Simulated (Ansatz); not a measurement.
**4 guesses for Mg3Te2 and where they end**

Level of theory: DFT PBE, scalar-relativistic, plane waves, PAW in Ansatz. All cells share a 420 eV cutoff and Γ-centred k meshes spaced at most about 0.3 Å⁻¹ (about 0.25 or finer for metals, 2π included). No spin polarisation in the final relaxations.

Each guess was relaxed in cell and atoms at zero pressure, within the symmetry of its start. All energies are static (0 K, no zero-point motion). Coordination counts Te atoms around Mg (those within 1.25 times the shortest such distance or 1.15 times the sum of covalent radii, 1.27 where that leaves under three; a plus sign parts nearer from farther groups; the shortest distance is added where it exceeds 1.18 times the sum of covalent radii; a slash parts the counts of unlike sites).

| guess | made from | start group | V start (Å³/atom) | end group | V end (Å³/atom) | coordination at the end | gap on mesh (eV) | E over the lowest end (meV/atom) |
| --- | --- | --- | --- | --- | --- | --- | --- | --- |
| 1 | Er2Se3 type | P-4m2 | 22.1 | ? | ? | ? | ? | ? |
| 2 | random cell | P6/mmm | 25.2 | P6/mmm | 36.1 | Mg 4 from 3.3 Å | 0 | 325 |
| 3 | random cell | P4/mmm | 25.7 | P4/mmm | 44.2 | Mg 1/2+8 from 5.7 Å | 0 | 824 |
| 4 | Cu3Te2 type | P4mm | 21.9 | P4mm | 32.7 | Mg 4/1+4 | 0 | 0 |

Guess 1 as it starts:

```cif
data_structure
_symmetry_space_group_name_H-M 'P 1'
_symmetry_Int_Tables_number 1
_cell_length_a 3.7824
_cell_length_b 3.7824
_cell_length_c 7.7315
_cell_angle_alpha 90.000
_cell_angle_beta 90.000
_cell_angle_gamma 90.000
_cell_volume 110.61
loop_
_atom_site_label
_atom_site_type_symbol
_atom_site_fract_x
_atom_site_fract_y
_atom_site_fract_z
_atom_site_occupancy
Mg1 Mg 0.00000 0.50000 0.36525 1
Mg2 Mg 0.50000 0.00000 0.63475 1
Mg3 Mg 0.50000 0.50000 0.00000 1
Te1 Te 0.50000 0.00000 0.26216 1
Te2 Te 0.00000 0.50000 0.73784 1
```

**Question.** Fill in the missing row: what does this guess relax into, and where does it rank?

**Answer.** It ends in space group P-4m2 (No. 115), with a = 4.331 Å, c = 7.534 Å, 28.3 Å³/atom and no gap. It lies 32 meV/atom over the lowest end, above guess 4 and below guess 2. Counting Te atoms around Mg, this end has Mg 4/5 and the lowest (guess 4) has Mg 4/1+4.

```xyz
5
Lattice="4.3312 0.0000 0.0000 0.0000 4.3312 0.0000 0.0000 0.0000 7.5341" Properties=species:S:1:pos:R:3 pbc="T T T"
Mg    0.0000    2.1656    2.5117
Mg    2.1656    0.0000    5.0225
Mg    2.1656    2.1656    0.0000
Te    2.1656    0.0000    2.0473
Te    0.0000    2.1656    5.4868
```

Formation energies are uncorrected and refer to the elements' standard structures at the same level.

**Question.** Is the lowest end bound against the elements?

**Answer.** Yes: its formation energy is −0.43 eV/atom. A negative formation energy is needed for stability but isn't enough: competing phases decide.

Spin–orbit coupling, which can matter for Te, is left out. The zero gap of P4mm may come from the functional, which often closes small gaps, or the cell may be a true semimetal. The reference form of Te is held partly by dispersion forces, which this level lacks. Cells relaxed within their symmetry can be saddle points. A lower structure may well exist outside this small set. Some candidate types were left out of the draw beforehand, so a known form may be missing.

The two low-energy ends keep Mg in close contact with Te, whereas the ends of guesses 2 and 3 have stretched or very uneven Mg–Te contacts and lose much of the ionic attraction. Density alone does not set the order, since the P-4m2 end is more compact than the lowest one yet lies 32 meV/atom higher. Its smaller volume suggests that compression would favour it.

With Mg as a dication and Te as a telluride dianion, Mg3Te2 has two electrons per formula unit left over. These probably occupy Mg-derived states with some Mg–Mg bonding character, so metallic behaviour is chemically plausible and need not be a gap error. The P-4m2 end fits this picture, with Mg–Mg contacts close to those in the metal.

The negative formation energy mainly reflects the strength of Mg–Te bonding and does not establish a new compound. The decisive competitor is charge-balanced MgTe together with Mg metal, and separation into these phases is probably favoured.
